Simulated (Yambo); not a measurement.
CaSe in Yambo: convergence with bands in self energy

Crystal: CaSe.

```
Se Ca
1.0
     0.00000    2.95600    2.95600
     2.95600    0.00000    2.95600
     2.95600    2.95600    0.00000
Se Ca
1 1
Direct
  0.50000 0.50000 0.50000
  0.00000 0.00000 0.00000
```

- Program: Yambo 5.3.0
- Task: G0W0 quasiparticle levels
- Functional: LDA
- Potentials or basis: PseudoDojo 0.4.1 SR LDA standard
- Cutoff: 1170 eV
- Density cutoff: 4680 eV
- k mesh: 6 × 6 × 6
- Occupations: fixed
- Spin: no spin polarisation
- k mesh of the self-consistent run: 8 × 8 × 8
- Form of the LDA: PW92
- Random integration of the Coulomb term: yes
- Direction of the field or of q to 0: x + y + z
- Broadening: 0.1 eV
- States corrected: Γ and the k points of the band edges
- Frequency dependence of W: plasmon pole
- Terminator of the band sum in the self-energy: none
- Quasiparticle equation: linearised (Newton)
- Imaginary frequency of the plasmon-pole fit: 27.2114 eV
- Bands in the response: 113
- Bands in the self-energy: 33
- Cutoff of the response matrix: 5 Ry
- Cutoff of exchange and Vxc: 86 Ry
- Bands corrected (first, last): [11, 14]

These are the settings of the first run; the series varies bands in self energy, with any setting tied to it.

**Question.** The values tried are 33, 53, 113, loosest first. From which on does the quasiparticle gap at the points computed stay within 0.05 eV of the tightest run that finished?

**Answer.** From 53 on.

| bands in self energy | quasiparticle gap at the points computed (eV) |
| --- | --- |
| 33 | 3.908 |
| 53 | 3.971 |
| 113 | 3.968 |

The tightest run that finished is the yardstick and may itself not be fully converged.

Caveat, for the tightest run too: the potentials hold a filled d shell without the s and p states of that shell, which can shift GW gaps by tenths of an eV, either way; this version prints the column dSc/dw multiplied by 27.2.
